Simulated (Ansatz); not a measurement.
# Ge under changes of volume

One of the cells (18.253 Å³/atom); the others are scaled copies at fixed shape and fractional positions:

```
Ge
1.0
     1.48805   -2.59469    0.00000
     1.48805    2.59469    0.00000
     0.00000    0.00000    4.72760
Ge
2
Direct
  0.33345 0.66655 0.25000
  0.66655 0.33345 0.75000
```

This isn't the form of Ge at room conditions, which is diamond.

```yaml
Program: Ansatz 0.2.0
Functional: PBE
Potentials_or_basis: Ansatz PAW
Cutoff: "420 eV (not typed: the program's choice for these potentials)"
k_mesh: 10 × 10 × 6
Occupations: fermi-dirac, width 0.05 eV
Spin: no spin polarisation
```

| volume (Å³/atom) | energy over the lowest point (meV/atom) | pressure (GPa) | largest force (eV/Å) |
| --- | --- | --- | --- |
| 17.158 | 62.75 | 10.2 | 0.003 |
| 17.523 | 41.84 | 8.1 | 0.002 |
| 17.888 | 25.67 | 6.1 | 0.001 |
| 18.253 | ? | ? | ? |
| 18.618 | 5.80 | 2.7 | 0.000 |
| 18.984 | 1.31 | 1.2 | 0.000 |
| 19.349 | 0.00 | -0.1 | 0.001 |

Question: What does the run at 18.253 Å³/atom give?

Answer: Energy over the lowest point 13.80 meV/atom; pressure 4.3 GPa; largest force 0.001 eV/Å.

Worked out: A Birch-Murnaghan fit of order 3 (a polynomial in V^(-2/3)) to the other rows has its minimum at 19.33 Å³/atom with B0 = V·E''(V) = 67 GPa and B' = 4.2 at fixed shape and positions, which overstates the stiffness. It gives 13.80 meV/atom at 18.253 Å³/atom, against the run's 13.80, and -dE/dV = 4.3 GPa, against 4.3.

Energies are extrapolated to zero smearing.
